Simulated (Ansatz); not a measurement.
Input and command of a calculation in Ansatz (plane waves; scalar-relativistic PAW potentials unless the input names others):

```yaml
crystal:
  lattice:
    - [3.9267292504, 0.0, 0.0]
    - [0.0, 3.9267292504, 0.0]
    - [0.0, 0.0, 3.9267292504]
  atoms:
    - { symbol: Te, position: [0.5, 0.5, 0.5] }
    - { symbol: Pb, position: [0.0, 0.0, 0.0] }
basis:
  ecutwfc: 420
kpoints:
  mp_grid: { grid: [10, 10, 10] }
hamiltonian:
  xc: pbe
  dispersion: d3bj
scf:
  max_iter: 100
output:
  forces: true
  eigenvalues: true
  stress: true
```

```bash
ansatz run input.yaml --threads 1 --pin off --max-ram 2560MiB --backend cpu --events-out ev --progress --plain --runs-dir out
```

Task: What will the program do with this input?

Result: The program refuses it, because of no occupation method (scf.occupations: {"method": "gaussian", "width": 0.1} → not typed). With the sound run's settings it is accepted.

Abridged log:
```
Error: YAML parse error: `scf.occupations.method` is required: fixed only where the cell keeps a band gap throughout the run, explicit beside scf.occupations.values (under evaluate: without them), else a smearing such as fermi_dirac (scf.occupations.width is optional; its entry in the input reference gives the default)
```